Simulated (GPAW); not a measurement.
**GaCuSe2 in GPAW: the effect of Hubbard term**

GaCuSe2:

```
CELL_PARAMETERS angstrom
-2.80955 2.80955 5.51300
2.80955 -2.80955 5.51300
2.80955 2.80955 -5.51300
ATOMIC_POSITIONS crystal
Se 0.12562 0.62500 0.00062
Se 0.87500 0.87438 0.49938
Se 0.62438 0.12500 0.99938
Se 0.37500 0.37562 0.50062
Ga 0.25000 0.75000 0.50000
Ga 0.50000 0.50000 0.00000
Cu 0.75000 0.25000 0.50000
Cu 0.00000 0.00000 0.00000
```

Alike in all runs:

```yaml
Program: GPAW 26.7.0
Task: dielectric tensor
Functional: PBE
Potentials_or_basis: GPAW PAW data sets (gpaw-data 1.2.1)
Cutoff: 450 eV
Basis: pw
k_mesh: 5 × 5 × 5
Occupations: fermi-dirac, width 0.001 eV
Spin: no spin polarisation
Response_ecut: 80 eV
Maxiter: 150
Response_k_mesh: 4 × 4 × 4
Response_bands: 90
Kernels: "[\"RPA\"]"
Coarser_k_mesh: 4 × 4 × 4
```

| Hubbard term | gap on the mesh (eV) | dielectric constant (mean) |
| --- | --- | --- |
| none | 0.26 | 57.64 |
| Cu d U = 2.0 eV | 0.45 | 22.46 |
| Cu d U = 4.0 eV | 0.62 | 14.48 |
| Cu d U = 6.0 eV | ? | ? |
| Cu d U = 8.0 eV | 0.93 | 9.86 |

Question: What does the run with Hubbard term Cu d U = 6.0 eV give?

Answer: gap on the mesh 0.78 eV; dielectric constant 11.41 mean.

Worked out: A parabola through the other rows of the gap on the mesh, of slope 0.077 eV per eV there, gives 0.78 eV, against the run's 0.78. A parabola through the other rows of the dielectric constant, of slope -0.0372  per eV there, gives 4.96 , against the run's 11.41.

Caveats: the long-wavelength limit can be off by several per cent where d states take part; response on these states lacks terms of the Hamiltonian (some runs); the gap is small at this level, which inflates the dielectric constant (some runs).

A k mesh can miss the band edges.

A gap of «none» marks a metal or a gap under the smearing width.
